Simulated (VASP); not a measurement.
Computed with PBEsol GGA, VASP's PBE PAW potentials (set 64) (plane waves; VASP).

VASP ran on this input.

**POSCAR**
```
NaBr
1
    0.0000000000     2.9600942629     2.8416904924
    2.9600942629     0.0000000000     2.8416904924
    2.9600942629     2.9600942629     0.0000000000
Na Br
1 1
Direct
  0.0000000000   0.0000000000   0.0000000000
  0.5000000000   0.5000000000   0.5000000000
```

KPOINTS:
```
Automatic mesh
0
Gamma
8 8 8
0 0 0
```

INCAR:
```
SYSTEM = NaBr
PREC = Accurate
ENCUT = 480
EDIFF = 1E-7
NELM = 100
ALGO = Normal
LREAL = .FALSE.
LASPH = .TRUE.
ISMEAR = 0
SIGMA = 0.05
GGA = PS
LMAXMIX = 4
LWAVE = .FALSE.
LCHARG = .FALSE.
ISIF = 2
```

POTCAR, in this order: Na_pv Br (PBE.64 set). Program: vasp_std.

What VASP printed:

### OUTCAR
```
 ion  position               nearest neighbor table
   1  0.000  0.000  0.000-
   2  0.500  0.500  0.500-
  LATTYP: Found a body centered tetragonal cell.
 ALAT       =     4.1862054525
 C/A-ratio  =     1.3576450199
 Subroutine PRICEL returns:
 Original cell was already a primitive cell.
 Subroutine GETGRP returns: Found 16 space group operations
The static configuration has the point symmetry D_4h.
The dynamic configuration has the point symmetry D_4h.
 Subroutine INISYM returns: Found 16 space group operations
 Subroutine IBZKPT returns following result:
 Found     59 irreducible k-points:

 Following reciprocal coordinates:
            Coordinates               Weight
  0.000000  0.000000  0.000000      1.000000
  0.125000  0.000000  0.000000      8.000000
  0.250000  0.000000  0.000000      8.000000
  0.375000  0.000000  0.000000      8.000000
  0.500000  0.000000  0.000000      4.000000
  0.125000  0.125000  0.000000      2.000000
  0.250000  0.125000  0.000000      8.000000
  0.375000  0.125000  0.000000      8.000000
  0.500000  0.125000  0.000000      8.000000
 -0.375000  0.125000  0.000000      8.000000
 -0.250000  0.125000  0.000000      8.000000
 -0.125000  0.125000  0.000000      4.000000
  0.250000  0.250000  0.000000      2.000000
  0.375000  0.250000  0.000000      8.000000
  0.500000  0.250000  0.000000      8.000000
 -0.375000  0.250000  0.000000      8.000000
 -0.250000  0.250000  0.000000      4.000000
  0.375000  0.375000  0.000000      2.000000
  0.500000  0.375000  0.000000      8.000000
 -0.375000  0.375000  0.000000      4.000000
  0.500000  0.500000  0.000000      1.000000
  0.125000  0.000000  0.125000      4.000000
  0.250000  0.000000  0.125000     16.000000
...
```

File OSZICAR:
```
       N       E                     dE             d eps       ncg     rms          rms(c)
DAV:   1     0.841741851756E+02    0.84174E+02   -0.69112E+03  1309   0.114E+03
DAV:   2     0.663767077614E+00   -0.83510E+02   -0.77873E+02  1459   0.253E+02
DAV:   3    -0.632956054513E+01   -0.69933E+01   -0.69534E+01  1547   0.745E+01
DAV:   4    -0.646670328809E+01   -0.13714E+00   -0.13703E+00  1460   0.113E+01
DAV:   5    -0.646868838878E+01   -0.19851E-02   -0.19850E-02  1535   0.138E+00    0.158E+00
DAV:   6    -0.636883408051E+01    0.99854E-01   -0.15552E-01  1544   0.332E+00    0.927E-01
DAV:   7    -0.635684255832E+01    0.11992E-01   -0.68872E-02  1709   0.201E+00    0.498E-01
DAV:   8    -0.635871148908E+01   -0.18689E-02   -0.43728E-03  1421   0.766E-01    0.103E-01
DAV:   9    -0.635867317357E+01    0.38316E-04   -0.94873E-05  1535   0.114E-01    0.455E-02
DAV:  10    -0.635869711866E+01   -0.23945E-04   -0.47400E-05  1421   0.753E-02    0.576E-03
DAV:  11    -0.635869651926E+01    0.59940E-06   -0.46621E-06  1475   0.270E-02    0.853E-04
DAV:  12    -0.635869656363E+01   -0.44365E-07   -0.17662E-07  1451   0.400E-03
   1 F= -.63586966E+01 E0= -.63586966E+01  d E =-.460563E-11
```

OUTCAR:
```
------------------------ aborting loop because EDIFF is reached ----------------------------------------
  FORCE on cell =-STRESS in cart. coord.  units (eV):
  Direction    XX          YY          ZZ          XY          YZ          ZX
  --------------------------------------------------------------------------------------
  Total        0.1568680      0.1568680      0.7871851      0.0000000     -0.0000000      0.0000000
  in kB        5.0469272      5.0469272     25.3261730      0.0000000     -0.0000000      0.0000000
  external PRESSURE =      11.8066758 kB  Pullay stress =       0.0000000 kB
  volume of cell :       49.80
      direct lattice vectors                 reciprocal lattice vectors
     0.000000000  2.960094263  2.841690492    -0.168913540  0.168913540  0.175951604
     2.960094263  0.000000000  2.841690492     0.168913540 -0.168913540  0.175951604
     2.960094263  2.960094263  0.000000000     0.168913540  0.168913540 -0.175951604
 POSITION                                       TOTAL-FORCE (eV/Angst)
 -----------------------------------------------------------------------------------
      0.00000      0.00000      0.00000         0.000000     -0.000000      0.000000
      2.96009      2.96009      2.84169        -0.000000      0.000000     -0.000000
 -----------------------------------------------------------------------------------
    total drift:                               -0.000000      0.000000      0.000000
  FREE ENERGIE OF THE ION-ELECTRON SYSTEM (eV)
  ---------------------------------------------------
  free  energy   TOTEN  =        -6.3586965636 eV

  energy  without entropy=       -6.3586965636  energy(sigma->0) =       -6.35869656
```
(Selected blocks of OUTCAR.)

The compound is NaBr in the rock salt structure. This cell was strained or had an atom moved on purpose.
